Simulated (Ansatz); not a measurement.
Reactions of C$_{8}$H$_{18}$O (`CCCCOC(C)(C)C`).

Gas-phase electronic energies from Ansatz, PBE0-D4/def2-TZVP geometries. CCSD(T)/CBS is the MP2 limit (def2-TZVPP, def2-QZVPP) plus CCSD(T) − MP2 in def2-TZVPP, frozen cores. This one scheme is used for every species, atoms too. For atomizations the MP2-based limit and the directly extrapolated one differ by several kJ/mol either way, and by 10 to 25 for some Ge, Se and Sn compounds, so smaller differences from it don't rank the levels. No spin–orbit coupling; open shells (•) take unrestricted orbitals. Spin–orbit coupling would lower the free atoms: a little for C, O. Bonds to Br are less sure, by a few kJ/mol each and by 10 to 20 or more in all where they break to atoms, as the def2 sets lack core-valence functions. Scalar relativity is left out up to krypton. One conformer a species, not always the lowest.

Question: Order these by ΔE at CCSD(T)/CBS, lowest first. (Estimate.)
A. `CCCCOC(C)(C)C` → `CCC(C)OC(C)(C)C`
B. `CCCCOC(C)(C)C` + HBr → `CC(C)(C)Br` + `CCCCO`
C. `CCCCOC(C)(C)C` + `COC(=O)O` → `CCCOC(=O)OC` + `COC(C)(C)C`
D. `CCCCOC(C)(C)C` → 8 C• + 18 H• + O•
E. `CCCCOC(C)(C)C` + H₂ → `CCCC` + `CC(C)(C)O`
F. `CCCCOC(C)(C)C` + `[OH][AlH2]` → `CC(C)(C)[O][AlH2]` + `CCCCO`
G. `CCCCOC(C)(C)C` → `CCCCO` + `C=C(C)C`
H. `CCCCOC(C)(C)C` → `CCCCOCCCC`

Answer: E (-96.3 kJ/mol), B (-22.5 kJ/mol), A (-10.1 kJ/mol), F (+13.3 kJ/mol), H (+31.7 kJ/mol), C (+45.6 kJ/mol), G (+77.6 kJ/mol), D (+10776.0 kJ/mol).

Largest T1 diagnostic: 0.014, for `COC(=O)O`.
